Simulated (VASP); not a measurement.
Runs of VASP 6.6.1 on Te2Pt (Moncheite). It takes space group P-3m1 (No. 164, trigonal). The conventional cell has a = 4.046 Å, b = 4.046 Å, c = 5.286 Å, α = 90.00°, β = 90.00°, γ = 120.00°. Around Te (site symmetry 3m) lie 3 Pt at 2.70 Å. Pt (site symmetry -3m) has 6 Te at 2.70 Å as nearest neighbours. 

```tsv
task	level	potentials or basis	spin	cell	k mesh	cutoff (eV)	k mesh for the DOS	occupations for the DOS	gap on the mesh (eV)	pressure (GPa)	largest force (eV/Å)
relaxation of cell and atoms	r2SCAN+rVV10	VASP PAW PBE potentials, release 64 (Te, Pt)	off	relaxed	12 × 12 × 7	600	-	-	none	0.0	-
band structure	LDA	VASP PAW LDA potentials, release 64 (Te, Pt)	off	P-3m1, 24.05 Å³/atom	12 × 12 × 7	520	-	-	-	-2.4	0.30
band structure	PBE	VASP PAW PBE potentials, release 64 (Te, Pt)	off	P-3m1, 24.05 Å³/atom	12 × 12 × 7	520	-	-	-	(a)	(b)
band structure	r2SCAN	VASP PAW PBE potentials, release 64 (Te, Pt)	off	P-3m1, 24.05 Å³/atom	12 × 12 × 7	520	-	-	-	2.2	0.19
band structure	PBE	VASP PAW PBE potentials, release 64 (Te, Pt)	SOC, no magnetisation	P-3m1, 24.05 Å³/atom	6 × 6 × 4	520	-	-	-	4.2	(c)
relaxation of cell and atoms	PBE+D3(BJ)	VASP PAW PBE potentials, release 64 (Te, Pt)	off	relaxed	12 × 12 × 7	600	-	-	none	0.0	-
```

Alike in all rows: smearing methfessel-paxton 0.1 eV.

Fill in the values left out.

(a) 3.8; (b) 0.02; (c) 0.11.

Caveats: spin-orbit coupling is left out, which moves the levels of the heavy elements (some runs); the PAW data sets were made with another functional, which shifts forces and pressure a little (some runs); pairwise dispersion overbinds metals, which lowers pressure and volume (some runs); the relaxation stopped at its first step, so nothing moved (some runs).

A k mesh can miss the band edges, and rows without SOC leave out spin-orbit coupling on Pt, Te.

A gap of «none» marks a metal or a gap under the smearing width.
